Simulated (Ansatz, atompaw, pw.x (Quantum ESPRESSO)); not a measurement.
**What a changed setting does to a pw.x run (bcc H)**

Potential: PAW, atompaw 4.2.0.5, PBE; core none, reference 1s1; waves: 1s (bound): rc 1.50 bohr; 1s channel at 0.45 Ry: rc 1.50 bohr; 2p channel at 0.25 Ry: rc 1.30 bohr; local part: troulliermartins scheme with l = 2 at 0.5 Ry, radius 1.15 bohr; core correction: none; augmentation: gaussian compensation charge, radius 1.45 bohr; PAW radius 1.50 bohr; waves and projectors: custom rrkj gramschmidtortho.

The reference run (k-mesh 18³, cutoffs 40/400 Ry, Fermi–Dirac 0.01 Ry, mixing_beta 0.4, conv_thr 1e-9, no spin) gives -2.59 GPa at 3.033 Å³/atom, where all-electron LAPW gives -2.27 GPa. This run, with its own iteration cap, changes k-mesh points per axis to 3.

```
&control
  calculation='scf', prefix='x', pseudo_dir='./', outdir='./tmp', tstress=.true., disk_io='none'
/
&system
  ibrav=0, nat=1, ntyp=1, ecutwfc=40, ecutrho=400, nbnd=7,
  occupations='smearing', smearing='fd', degauss=0.01
/
&electrons
  conv_thr=1e-09, mixing_beta=0.4, electron_maxstep=50
/
ATOMIC_SPECIES
H 1.0 H.UPF
CELL_PARAMETERS angstrom
  -0.91187954 0.91187954 0.91187954
  0.91187954 -0.91187954 0.91187954
  0.91187954 0.91187954 -0.91187954
ATOMIC_POSITIONS crystal
H 0.0000 0.0000 0.0000
K_POINTS automatic
3 3 3 0 0 0
```

```bash
pw.x < H.scf.in > H.scf.out
```

Problem. How does the run end?

Solution. It converges in 6 iterations; the free energy moves by -692.6 meV/atom and the pressure by -28.36 GPa.

```
Message from routine setup:
     using ibrav=0 with symmetry is DISCOURAGED, use correct ibrav instead
     lattice parameter (alat)  =       2.9847  a.u.
     unit-cell volume          =      20.4677 (a.u.)^3
     number of electrons       =         1.00
     number of Kohn-Sham states=            7
     kinetic-energy cutoff     =      40.0000  Ry
     charge density cutoff     =     400.0000  Ry
     scf convergence threshold =      1.0E-09
     Exchange-correlation= SLA PW PBX PBC
     number of k points=     4  Fermi-Dirac smearing, width (Ry)=  0.0100
     iteration #  1     ecut=    40.00 Ry     beta= 0.40
     total energy              =      -1.12658134 Ry
     estimated scf accuracy    <       0.00004847 Ry
     iteration #  2     ecut=    40.00 Ry     beta= 0.40
     total energy              =      -1.12650652 Ry
     estimated scf accuracy    <       0.00001994 Ry
     iteration #  3     ecut=    40.00 Ry     beta= 0.40
     total energy              =      -1.12650820 Ry
     estimated scf accuracy    <          6.1E-09 Ry
     iteration #  4     ecut=    40.00 Ry     beta= 0.40
     total energy              =      -1.12650843 Ry
     estimated scf accuracy    <          3.4E-09 Ry
     iteration #  5     ecut=    40.00 Ry     beta= 0.40
     total energy              =      -1.12650832 Ry
     estimated scf accuracy    <          2.2E-09 Ry
     iteration #  6     ecut=    40.00 Ry     beta= 0.40
     the Fermi energy is     5.9047 ev
!    total energy              =      -1.12650832 Ry
     estimated scf accuracy    <          1.9E-10 Ry
     smearing contrib. (-TS)   =      -0.00127483 Ry
     convergence has been achieved in   6 iterations
          total   stress  (Ry/bohr**3)                   (kbar)     P=     -309.49
     Message from routine punch:
     Nothing written, as per user request (disk_io='none')
```

The run took about 1.4 s on one core of a shared host (Intel(R) Xeon(R) Platinum 8559C, 192 threads, 1488 GiB, load 94).
